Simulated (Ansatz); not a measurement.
# Na: the cost of one run

Computed with Ansatz 0.2.0 (DFT PBE, scalar-relativistic, unless a step's input says otherwise).

## 1. The system as given

Symmetry: P6_3/mmc, No. 194, hexagonal system. The conventional cell has a = 3.767 Å, b = 3.767 Å, c = 6.154 Å, α = 90.00°, β = 90.00°, γ = 120.00°. Na (site symmetry -6m2) is surrounded by 12 Na at 3.77 Å.

Coordinates:

```cif
data_structure
_symmetry_space_group_name_H-M 'P6_3/mmc'
_symmetry_Int_Tables_number 194
_cell_length_a 3.7670
_cell_length_b 3.7670
_cell_length_c 6.1540
_cell_angle_alpha 90.000
_cell_angle_beta 90.000
_cell_angle_gamma 120.000
_cell_volume 75.63
loop_
_atom_site_label
_atom_site_type_symbol
_atom_site_symmetry_multiplicity
_atom_site_Wyckoff_symbol
_atom_site_fract_x
_atom_site_fract_y
_atom_site_fract_z
_atom_site_occupancy
Na1 Na 2 c 0.33333 0.66667 0.25000 1
```

The file gives the conventional cell by its symmetry; the runs use the cell typed in the input.

Atoms are numbered in the order of the input: Na1, Na2.

## 2. The deformed structure

Space group P6_3/mmc before, P2_1/m after.

## 3. LAPW, all electrons

Input file input.yaml:

```yaml
crystal:
  lattice:
    - [3.7670009976, 0.0, 0.0]
    - [-1.8835004988, 3.26231856, 0.0]
    - [0.0, 0.0, 6.154]
  atoms:
    - { symbol: Na, position: [0.3545703863, 0.6666666667, 0.25] }
    - { symbol: Na, position: [0.6666666667, 0.3333333333, 0.75] }
kpoints:
  mp_grid: { grid: [11, 11, 6] }
scf:
  occupations: { method: fermi_dirac, width: 0.05 }
hamiltonian:
  xc: pbe
  pseudopotentials: { kind: all_electron, lapw: { basis_error: 0.0005 } }
output:
  forces: true
  stress: true
  eigenvalues: true
```

On the command line:

```
$ ansatz run input.yaml --threads 1 --pin off --max-ram 2048MiB --backend cpu --events-out ev --progress --plain --runs-dir out
```

**Question.** How long does this run take on 1 thread of Arm Neoverse V2, shared host, and how much memory does it need?

About 13 s, with a peak of 0.33 GiB.
